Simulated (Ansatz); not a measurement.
Sn under changes of volume

One of the cells (33.803 Å³/atom); the others are scaled copies at fixed shape and fractional positions:

```
Sn
1.0
     0.00000    3.23334    3.23334
     3.23334    0.00000    3.23334
     3.23334    3.23334    0.00000
Sn
2
Cartesian
  4.8500 4.8500 4.8500
  3.2333 3.2333 3.2333
```

This isn't the form of Sn at room conditions, which is tetragonal (white tin).

```yaml
Program: Ansatz 0.2.0
Functional: PBE
Potentials_or_basis: PseudoDojo standard (PBE files)
Cutoff: 980 eV
Density_cutoff: 3918 eV
k_mesh: 7 × 7 × 7
Occupations: fermi-dirac, width 0.05 eV
Spin: no spin polarisation
```

| volume (Å³/atom) | energy over the lowest point (meV/atom) | pressure (GPa) |
| --- | --- | --- |
| 31.775 | 101.00 | 7.6 |
| 32.451 | 71.83 | 6.2 |
| 33.127 | ? | ? |
| 33.803 | 29.84 | 3.8 |
| 34.479 | 15.93 | 2.8 |
| 35.155 | 6.13 | 1.9 |
| 35.831 | 0.00 | 1.1 |

Q: What does the run at 33.127 Å³/atom give?

A: Energy over the lowest point 48.30 meV/atom; pressure 5.0 GPa.

Worked out: A Birch-Murnaghan fit of order 3 (a polynomial in V^(-2/3)) to the other rows has its minimum at 36.80 Å³/atom, just outside them, with B0 = V·E''(V) = 37 GPa and B' = 4.7. It gives 48.30 meV/atom at 33.127 Å³/atom, against the run's 48.30, and -dE/dV = 5.0 GPa, against 5.0.

Energies are extrapolated to zero smearing.
